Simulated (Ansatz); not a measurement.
# Pressure series of AgI (F-43m)

```
Ag I
1.0
     3.28866    3.28866    0.00000
    -3.28866    3.28866    0.00000
     0.00000    3.28866    3.28866
Ag I
1 1
Direct
  0.00000 0.00000 0.00000
  0.75000 0.25000 0.50000
```

This is the zero-pressure cell under r²SCAN. Cell and atoms are relaxed by PAW (default files of Ansatz 0.2.0, cutoff 500 eV, stress met within about 0.05 GPa) at each pressure, in this structure whether or not another phase would take over; P is the pressure reached, less that of this cell. Levels come from r²SCAN, PAW on Ansatz 0.2.0's default frozen-core files (fitted under PBE), scalar-relativistic; k mesh 6×6×6, fixed occupations, cutoff 500 eV. Conduction levels are in eV over the valence top (at Γ), at fixed fractional wave vectors. Zone-centre phonons come from finite displacements by PAW, without the LO-TO term.

```
P (GPa)    V/V₀      Γ      L      X  T2 TO (cm⁻¹)
  -1.99  1.0898  1.832  3.294  4.236          73.7
   0.00  1.0000  1.823  3.256  4.013          96.2
   2.00  0.9430  1.822  3.221  3.852         112.2
   4.01  0.9009  1.825  3.188  3.722         125.2
   6.99  0.8539  1.832  3.145  3.566         141.1
   9.98       ?      ?      ?      ?             ?
  14.97  0.7719  1.856  3.046  3.258         173.4
```

Q: Fit the third-order Birch-Murnaghan equation to the rows shown.

A: With f = [(V₀/V)^(2/3) − 1]/2, the normalised pressure F = P/[3f(1 + 2f)^(5/2)] is 27.4 GPa at f = -0.0279, 30.3 GPa at f = 0.0199, 31.2 GPa at f = 0.0360, 32.3 GPa at f = 0.0555, 34.4 GPa at f = 0.0942. The line F = B₀[1 + (3/2)(B′ − 4)f] gives B₀ = 29.1 GPa and B′ = 5.3.

Q: What are the volume deformation potentials and pressure coefficients of these levels at zero pressure?

A: 

| level | dE/dlnV (eV) | dE/dP = −(dE/dlnV)/B₀ (meV/GPa) | mean slope up to 2.0 GPa (meV/GPa) |
| --- | --- | --- | --- |
| Γ | 0.05 | -1.7 | -0.4 |
| L | 0.54 | -18.4 | -17.7 |
| X | 2.68 | -92.3 | -80.4 |

dE/dlnV is the slope of a cubic fit in ln V at V₀. The last column is read from two rows and shows how the slope bends with pressure.

Q: What mode Grüneisen parameters follow?

A: γ = −d ln ω/d ln V at V₀ from a quadratic fit in ln V: T2 2.81.

Q: Fill the row at 9.98 GPa.

A: The fits give V/V₀ = 0.8179 and Γ = 1.841 eV. Computed: V/V₀ = 0.8178, Γ = 1.841, L = 3.105, X = 3.436, T2 TO (cm⁻¹) = 154.5.

Keep in mind: no other phase was computed; many crystals of this kind change structure within this range, and rows or crossings beyond such a change describe a metastable lattice; frozen-core PAW files fitted under PBE, their cores solved anew for the functional of the run; no spin-orbit coupling on heavy atoms; semilocal gaps are low, and the spacing of valleys can be off by tenths of an eV; levels are read at fixed fractional k, so an edge that moves off these points is missed.
